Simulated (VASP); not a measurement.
# Sb (P2_1/m) in VASP: notebook, part 2 of 2

VASP 6.6.1.

### 3 Density of states, PBE

Input file POSCAR:

```
Sb
1.0
    3.1224020000      0.0000000000      0.0000000000
    0.0000000000      4.3475180000      0.0000000000
   -0.0389150000      0.0000000000      4.4058520000
Sb
2
Direct
    0.0113890000      0.2500000000      0.2411660000
    0.9886110000      0.7500000000      0.7588340000
```

Input file INCAR.step1:

```
PREC = Accurate
ENCUT = 520
EDIFF = 1E-7
ISMEAR = 0
SIGMA = 0.02
LREAL = False
LASPH = True
NELM = 60
ALGO = Normal
ISIF = 2
LWAVE = False
LCHARG = True
GGA = PE
NBANDS = 12
```

Input file KPOINTS.step1:

```
Automatic mesh
0
Gamma
  9 6 6
```

Input file INCAR.step2:

```
PREC = Accurate
ENCUT = 520
EDIFF = 1E-7
ISMEAR = -5
SIGMA = 0.02
LREAL = False
LASPH = True
NELM = 60
ALGO = Normal
ISIF = 2
LWAVE = False
LCHARG = False
GGA = PE
LORBIT = 11
NBANDS = 12
NEDOS = 2001
ICHARG = 11
```

Input file KPOINTS.step2:

```
Automatic mesh
0
Gamma
  14 9 9
```

Potentials or basis: VASP PAW PBE potentials, release 64 (Sb).

Run with:

```
$ cat potpaw_PBE.64/Sb/POTCAR > POTCAR
$ cp INCAR.step1 INCAR
$ cp KPOINTS.step1 KPOINTS
$ mpirun -np 1 vasp_std > vasp.out
$ cp INCAR.step2 INCAR
$ cp KPOINTS.step2 KPOINTS
$ mpirun -np 1 vasp_std > vasp.out
```

OUTCAR:

```text
PREC = Accurate
   ENCUT = 520
   EDIFF = 1E-7
   ISMEAR = -5
   LREAL = False
   LASPH = True
   NELM = 60
   ISIF = 2
   GGA = PE
   LORBIT = 11
   ICHARG = 11

 ion  position               nearest neighbor table
   1  0.011  0.250  0.241-   2 3.04   2 3.04   2 3.15   2 3.15
   2  0.989  0.750  0.759-   1 3.04   1 3.04   1 3.15   1 3.15

  LATTYP: Found a simple monoclinic cell.
 ALAT       =     3.1224020000
 B/A-ratio  =     1.3923633152
 C/A-ratio  =     1.4111007668
 COS(beta)  =    -0.0088322263

  Lattice vectors:

 A1 = (   3.1224020000,   0.0000000000,   0.0000000000)
 A2 = (   0.0000000000,   4.3475180000,   0.0000000000)
 A3 = (  -0.0389150000,   0.0000000000,   4.4058520000)

Analysis of symmetry for initial positions (statically):
=====================================================================
 Subroutine PRICEL returns:
 Original cell was already a primitive cell.

 Routine SETGRP: Setting up the symmetry group for a
 simple monoclinic supercell.

 Subroutine GETGRP returns: Found  4 space group operations
 (whereof  2 operations were pure point group operations)
 out of a pool of  4 trial point group operations.

The static configuration has the point symmetry S_2 .
 The point group associated with its full space group is C_2h.

Analysis of symmetry for dynamics (positions and initial velocities):
=====================================================================
 Subroutine PRICEL returns:
 Original cell was already a primitive cell.

 Routine SETGRP: Setting up the symmetry group for a
 simple monoclinic supercell.

 Subroutine GETGRP returns: Found  4 space group operations
 (whereof  2 operations were pure point group operations)
 out of a pool of  4 trial point group operations.

The dynamic configuration has the point symmetry S_2 .
 The point group associated with its full space group is C_2h.

[... 132 lines left out ...]
 Fermi weights with tetrahedron method with Bloechl corrections
  energy-cutoff  :      520.00
  volume of cell :       59.81
 maximum number of plane-waves:      1648

 number of electron       9.9999999 magnetization

 Free energy of the ion-electron system (eV)
  ---------------------------------------------------
  ext. energy  EPLUGINS =         0.00000000
  ---------------------------------------------------
  free energy    TOTEN  =        -8.18484056 eV

  energy without entropy =       -8.18484056  energy(sigma->0) =       -8.18484056

 E-fermi :   7.1330     XC(G=0):  -9.6149

 val. band max:        7.2279591140   @ k =   0.5000   0.0000   0.4444
 cond. band min:       6.7416564149   @ k =   0.0714   0.4444  -0.0000
 fundamental gap:     -0.4863026991
 Fermi energy:         7.1330240517

 k-point     1 :       0.0000    0.0000    0.0000
  band No.  band energies     occupation
      1      -5.2752      2.00000
      2      -0.2122      2.00000
      3       3.5311      2.00000
      4       3.6627      2.00000
      5       9.2355      0.00000
      6      10.1970      0.00000
      7      10.4250      0.00000
      8      10.5579      0.00000
      9      13.7960      0.00000
     10      14.0890      0.00000
     11      14.4079      0.00000
     12      15.3800      0.00000
[... 331 lines left out ...]
 k-point    24 :       0.5000    0.2222   -0.0000
  band No.  band energies     occupation
      1      -2.5679      2.00000
      2       1.2112      2.00000
      3       1.9064      2.00000
      4       4.9199      2.00000
      5       5.8534      2.00000
      6       6.5265      2.01228
      7      10.5819      0.00000
      8      11.0241      0.00000
      9      11.6839      0.00000
     10      12.2269      0.00000
     11      13.2986      0.00000
     12      15.2750      0.00000

 [... further k-points ...]

------------------------ aborting loop because EDIFF is reached ----------------------------------------

  FORCE on cell =-STRESS in cart. coord.  units (eV):
  Direction    XX          YY          ZZ          XY          YZ          ZX
  --------------------------------------------------------------------------------------
  -------------------------------------------------------------------------------------
  Total        0.3445018      0.1015471      0.0614119      0.0000000      0.0000000      0.0309796
  in kB        9.2287293      2.7203082      1.6451414      0.0000000      0.0000000      0.8299018
  external PRESSURE =       4.5313930 kB  Pullay stress =       0.0000000 kB

 VOLUME and BASIS-vectors are now :
 -----------------------------------------------------------------------------
  energy-cutoff  :      520.00
  volume of cell :       59.81
      direct lattice vectors                 reciprocal lattice vectors
     3.122402000  0.000000000  0.000000000     0.320266257  0.000000000  0.002828774
     0.000000000  4.347518000  0.000000000     0.000000000  0.230016299  0.000000000
    -0.038915000  0.000000000  4.405852000     0.000000000  0.000000000  0.226970856

 POSITION                                       TOTAL-FORCE (eV/Angst)
 -----------------------------------------------------------------------------------
      0.02618      1.08688      1.06254        -0.028557      0.000000      0.034927
      3.05731      3.26064      3.34331         0.028557      0.000000     -0.034927
 -----------------------------------------------------------------------------------
    total drift:                               -0.000000      0.000000      0.000000

  FREE ENERGIE OF THE ION-ELECTRON SYSTEM (eV)
  ---------------------------------------------------
  free  energy   TOTEN  =        -8.1848405592 eV

  energy  without entropy=       -8.1848405592  energy(sigma->0) =       -8.18484056

 total charge

# of ion       s       p       d       tot
------------------------------------------
    1        1.214   1.120   0.036   2.370
    2        1.214   1.120   0.036   2.370
--------------------------------------------------
tot          2.428   2.241   0.072   4.740
```

It took 67 s on 1 thread of Intel Xeon Platinum 8488C (Sapphire Rapids), shared host; peak memory 0.31 GiB.

Results:

- Valence electrons inside the program's atomic spheres: Sb 2.37

States per cell in windows of 0.5 eV (zero at the Fermi level; states under -8 eV left out):
```csv
from (eV),total,Sb1_p,Sb2_p,Sb1_s,Sb2_s,Sb1_d,Sb2_d
-8.0,0.37,0.01,0.01,0.11,0.11,0.00,0.00
-7.5,0.21,0.00,0.00,0.06,0.06,0.00,0.00
-7.0,0.12,0.00,0.00,0.04,0.04,0.00,0.00
-6.5,0.09,0.00,0.00,0.03,0.03,0.00,0.00
-6.0,0.06,0.00,0.00,0.01,0.01,0.00,0.00
-5.5,0.14,0.02,0.02,0.01,0.01,0.00,0.00
-5.0,0.33,0.05,0.05,0.01,0.01,0.00,0.00
-4.5,0.42,0.07,0.07,0.00,0.00,0.00,0.00
-4.0,0.59,0.10,0.10,0.01,0.01,0.00,0.00
-3.5,0.81,0.14,0.14,0.01,0.01,0.00,0.00
-3.0,0.68,0.12,0.12,0.01,0.01,0.00,0.00
-2.5,0.71,0.13,0.13,0.01,0.01,0.00,0.00
-2.0,0.78,0.14,0.14,0.02,0.02,0.01,0.01
-1.5,0.58,0.11,0.11,0.02,0.02,0.00,0.00
-1.0,0.40,0.07,0.07,0.01,0.01,0.00,0.00
-0.5,0.60,0.11,0.11,0.02,0.02,0.01,0.01
0.0,0.56,0.10,0.10,0.02,0.02,0.01,0.01
0.5,0.40,0.08,0.08,0.01,0.01,0.01,0.01
1.0,0.51,0.10,0.10,0.02,0.02,0.01,0.01
1.5,0.53,0.10,0.10,0.02,0.02,0.01,0.01
2.0,0.56,0.10,0.10,0.02,0.02,0.01,0.01
2.5,0.72,0.12,0.12,0.02,0.02,0.02,0.02
3.0,0.78,0.13,0.13,0.01,0.01,0.02,0.02
3.5,0.79,0.13,0.13,0.01,0.01,0.02,0.02
4.0,0.80,0.14,0.14,0.01,0.01,0.02,0.02
4.5,0.76,0.12,0.12,0.01,0.01,0.03,0.03
5.0,0.66,0.10,0.10,0.00,0.00,0.03,0.03
5.5,0.72,0.08,0.08,0.00,0.00,0.04,0.04
6.0,0.59,0.06,0.06,0.00,0.00,0.04,0.04
6.5,0.47,0.03,0.03,0.00,0.00,0.04,0.04
7.0,0.51,0.02,0.02,0.00,0.00,0.05,0.05
7.5,0.72,0.03,0.03,0.00,0.00,0.08,0.08
```

Caveat: tetrahedron occupations give inexact forces and stress in metals. The run has no spin-orbit coupling, so splittings on Sb are missing.

### 4 Electric field gradients, PBE

Input file INCAR:

```
PREC     = Accurate       # precision mode
ENCUT    = 520            # plane-wave cutoff, eV
EDIFF    = 1E-8           # SCF threshold, eV
ISMEAR   = 0              # smearing method
SIGMA    = 0.02           # smearing width, eV
LREAL    = False          # projectors in reciprocal space
LASPH    = True           # aspherical terms in the spheres
NELM     = 60             # most SCF steps
ALGO     = Normal         # electronic algorithm
ISIF     = 2              # what is computed and relaxed
LWAVE    = False          # write WAVECAR
LCHARG   = False          # write CHGCAR
GGA      = PE             # functional
LEFG     = True
```

Input file KPOINTS:

```
regular mesh
0
Gamma
  9 6 6
```

POSCAR is that of step 3.

Potentials or basis: VASP PAW PBE potentials, release 64 (Sb).

Run with:

```
$ cat potpaw_PBE.64/Sb/POTCAR > POTCAR
$ mpirun -np 1 vasp_std > vasp.out
```

OUTCAR:

```text
PREC = Accurate
   ENCUT = 520
   EDIFF = 1E-8
   ISMEAR = 0
   LREAL = False
   LASPH = True
   NELM = 60
   ISIF = 2
   GGA = PE

 ion  position               nearest neighbor table
   1  0.011  0.250  0.241-   2 3.04   2 3.04   2 3.15   2 3.15
   2  0.989  0.750  0.759-   1 3.04   1 3.04   1 3.15   1 3.15

  LATTYP: Found a simple monoclinic cell.
 ALAT       =     3.1224020000
 B/A-ratio  =     1.3923633152
 C/A-ratio  =     1.4111007668
 COS(beta)  =    -0.0088322263

  Lattice vectors:

 A1 = (   3.1224020000,   0.0000000000,   0.0000000000)
 A2 = (   0.0000000000,   4.3475180000,   0.0000000000)
 A3 = (  -0.0389150000,   0.0000000000,   4.4058520000)

Analysis of symmetry for initial positions (statically):
=====================================================================
 Subroutine PRICEL returns:
 Original cell was already a primitive cell.

 Routine SETGRP: Setting up the symmetry group for a
 simple monoclinic supercell.

 Subroutine GETGRP returns: Found  4 space group operations
 (whereof  2 operations were pure point group operations)
 out of a pool of  4 trial point group operations.

The static configuration has the point symmetry S_2 .
 The point group associated with its full space group is C_2h.

Analysis of symmetry for dynamics (positions and initial velocities):
=====================================================================
 Subroutine PRICEL returns:
 Original cell was already a primitive cell.

 Routine SETGRP: Setting up the symmetry group for a
 simple monoclinic supercell.

 Subroutine GETGRP returns: Found  4 space group operations
 (whereof  2 operations were pure point group operations)
 out of a pool of  4 trial point group operations.

The dynamic configuration has the point symmetry S_2 .
 The point group associated with its full space group is C_2h.

 Subroutine INISYM returns: Found  4 space group operations
 (whereof  2 operations are pure point group operations),
 and found     1 'primitive' translations

----------------------------------------------------------------------------------------

                                     Primitive cell

  volume of cell :      59.8081

  direct lattice vectors                    reciprocal lattice vectors
     3.122402000  0.000000000  0.000000000     0.320266257  0.000000000  0.002828774
     0.000000000  4.347518000  0.000000000     0.000000000  0.230016299  0.000000000
    -0.038915000  0.000000000  4.405852000     0.000000000  0.000000000  0.226970856

  length of vectors
     3.122402000  4.347518000  4.406023856     0.320278749  0.230016299  0.226970856

  position of ions in fractional coordinates (direct lattice)
     0.011389000  0.250000000  0.241166000
     0.988611000  0.750000000  0.758834000

  ion indices of the primitive-cell ions
   primitive index   ion index
                 1           1
                 2           2

[... 86 lines left out ...]
   ISMEAR =     0;   SIGMA  =   0.02  broadening in eV -4-tet -1-fermi 0-gaus
   EFERMI_NEDOS =   21; number of points for ismear=-14 and -15
   IALGO  =     38    algorithm
   IMIX   =      4    mixing-type and parameters
     AMIX     =   0.40;   BMIX     =  1.00
     AMIX_MAG =   1.60;   BMIX_MAG =  1.00
  volume/ion in A,a.u.               =      29.90       201.80
  Fermi-wavevector in a.u.,A,eV,Ry     =   0.901893  1.704330 11.067117  0.813410
  Thomas-Fermi vector in A             =   2.025029
   LORBIT       =      0    0 simple, 1 ext, 2 COOP (PROOUT), +10 PAW based schemes
   GGA     = PE    functional components
   LHFCALC =     F    Hartree Fock is set to
   AEXX    =    0.0000 exact exchange contribution
   IVDW    =     0    specifies the selected vdW correction
   LEPSILON=     F    determine dielectric tensor
   LRPA    =     F    only Hartree local field effects (RPA)
 non-spin polarized calculation
 Gauss-broadening in eV      SIGMA  =   0.02
  energy-cutoff  :      520.00
  volume of cell :       59.81
 maximum number of plane-waves:      1642
   NGX = 11   NGY = 17   NGZ = 17

 number of electron      10.0000000 magnetization

 number of electron       9.9999999 magnetization

 Free energy of the ion-electron system (eV)
  ---------------------------------------------------
  ext. energy  EPLUGINS =         0.00000000
  ---------------------------------------------------
  free energy    TOTEN  =        -8.16308101 eV

  energy without entropy =       -8.16261674  energy(sigma->0) =       -8.16284888

 E-fermi :   7.2570     XC(G=0):  -9.6149

 val. band max:        7.2539235526   @ k =  -0.1111   0.3333   0.1667
 cond. band min:       7.2573548411   @ k =  -0.3333   0.0000   0.1667
 fundamental gap:      0.0034312885
 Fermi energy:         7.2570108481

 k-point     1 :       0.0000    0.0000    0.0000
  band No.  band energies     occupation
      1      -5.2752      2.00000
      2      -0.2122      2.00000
      3       3.5311      2.00000
      4       3.6627      2.00000
      5       9.2354      0.00000
      6      10.1970      0.00000
      7      10.4250      0.00000
      8      10.5579      0.00000
      9      13.7961      0.00000
[... 265 lines left out ...]
 k-point    24 :       0.3333    0.0000    0.1667
  band No.  band energies     occupation
      1      -3.6152      2.00000
      2       0.5973      2.00000
      3       3.5212      2.00000
      4       5.1655      2.00000
      5       5.3612      2.00000
      6       7.3234      0.00000
      7      10.5229      0.00000
      8      10.7175      0.00000
      9      11.6237      0.00000

 [... further k-points ...]

------------------------ aborting loop because EDIFF is reached ----------------------------------------

  FORCE on cell =-STRESS in cart. coord.  units (eV):
  Direction    XX          YY          ZZ          XY          YZ          ZX
  --------------------------------------------------------------------------------------
  -------------------------------------------------------------------------------------
  Total        0.2136678     -0.0118911      0.1937473      0.0000000      0.0000000      0.0054038
  in kB        5.7238680     -0.3185470      5.1902255      0.0000000      0.0000000      0.1447591
  external PRESSURE =       3.5318488 kB  Pullay stress =       0.0000000 kB

 VOLUME and BASIS-vectors are now :
 -----------------------------------------------------------------------------
  energy-cutoff  :      520.00
  volume of cell :       59.81
      direct lattice vectors                 reciprocal lattice vectors
     3.122402000  0.000000000  0.000000000     0.320266257  0.000000000  0.002828774
     0.000000000  4.347518000  0.000000000     0.000000000  0.230016299  0.000000000
    -0.038915000  0.000000000  4.405852000     0.000000000  0.000000000  0.226970856

 POSITION                                       TOTAL-FORCE (eV/Angst)
 -----------------------------------------------------------------------------------
      0.02618      1.08688      1.06254        -0.028403     -0.000000      0.054244
      3.05731      3.26064      3.34331         0.028403      0.000000     -0.054244
 -----------------------------------------------------------------------------------
    total drift:                               -0.000000      0.000000      0.000000

  FREE ENERGIE OF THE ION-ELECTRON SYSTEM (eV)
  ---------------------------------------------------
  free  energy   TOTEN  =        -8.1630810139 eV

  energy  without entropy=       -8.1626167435  energy(sigma->0) =       -8.16284888

 Electric field gradients (V/A^2)
---------------------------------------------------------------------
 ion       V_xx      V_yy      V_zz      V_xy      V_xz      V_yz
---------------------------------------------------------------------
   1       4.769    -5.660     0.891     0.000    -1.560    -0.000
   2       4.769    -5.660     0.891    -0.000    -1.560    -0.000
---------------------------------------------------------------------

 Electric field gradients after diagonalization (V/A^2)
 (convention: |V_zz| > |V_xx| > |V_yy|)
----------------------------------------------------------------------
 ion       V_xx      V_yy      V_zz     asymmetry (V_yy - V_xx)/ V_zz
----------------------------------------------------------------------
   1       5.319     0.342    -5.660       0.879
   2       5.319     0.342    -5.660       0.879
----------------------------------------------------------------------

           NMR quadrupolar parameters

 Cq : quadrupolar parameter    Cq=e*Q*V_zz/h
 eta: asymmetry parameters     (V_yy - V_xx)/ V_zz
 Q  : nuclear electric quadrupole moment in mb (millibarn)
----------------------------------------------------------------------
 ion       Cq(MHz)       eta       Q (mb)
----------------------------------------------------------------------
   1      -0.014       0.879       1.000
   2      -0.014       0.879       1.000
----------------------------------------------------------------------
```

Run time: 22 s. Hardware: 1 thread of Intel Xeon Platinum 8488C (Sapphire Rapids), shared host; peak memory 0.2 GiB.

What came out:

```
Free energy            : -8.1631 eV
Pressure               : 0.4 GPa
Largest force          : 0.061 eV/Å
Band gap on the k mesh : none (metal or under the smearing width)
```

Forces in eV/Å, atoms in the order of the input:
```
Sb  -0.028  0.000  0.054
Sb   0.028  0.000 -0.054
```

Stress tensor (GPa, compression positive):
```
 0.57  0.00  0.01
 0.00 -0.03  0.00
 0.01  0.00  0.52
```

Levels at points of the mesh, in eV from the Fermi level:
```csv
k point,band 2,band 3,band 4,band 5,band 6,band 7,band 8,band 9
"(0.00, 0.00, 0.00)",-7.47,-3.73,-3.59,1.98,2.94,3.17,3.30,6.54
"(0.00, 0.50, 0.00)",-10.74,-1.58,-1.58,-1.00,-1.00,4.62,4.62,8.02
"(0.00, 0.00, 0.50)",-10.55,-1.68,-1.15,-1.02,-0.87,4.41,4.79,7.69
"(0.00, 0.50, 0.50)",-10.09,-5.71,-5.71,4.96,4.96,5.22,5.22,8.81
```

Electric field gradients, principal values (V/Å²):
```
atom    Vxx    Vyy     Vzz
1 Sb  0.342  5.319  -5.660
2 Sb  0.342  5.319  -5.660
```

### 5 The runs side by side

| task | k mesh for the DOS | occupations for the DOS | gap on the mesh (eV) | pressure (GPa) | largest force (eV/Å) |
| --- | --- | --- | --- | --- | --- |
| optical spectrum | - | - | none | 0.4 | 0.06 |
| density of states | 14 × 9 × 9 | tetrahedron | - | - | - |
| electric field gradients | - | - | none | 0.4 | 0.06 |

Alike in all rows: level PBE; potentials or basis VASP PAW PBE potentials, release 64 (Sb); no spin polarisation; cell as given; k mesh 9 × 6 × 6; cutoff (eV) 520; smearing gaussian 0.02 eV.

Caveats: spectra need much finer meshes, so this one isn't converged (some runs); independent-particle spectra lack excitons (some runs); the intraband (Drude) part of a metal's response may be missing (some runs); tetrahedron occupations give inexact forces and stress in metals (some runs).

Absolute energies hang on the potentials; compare differences alone.
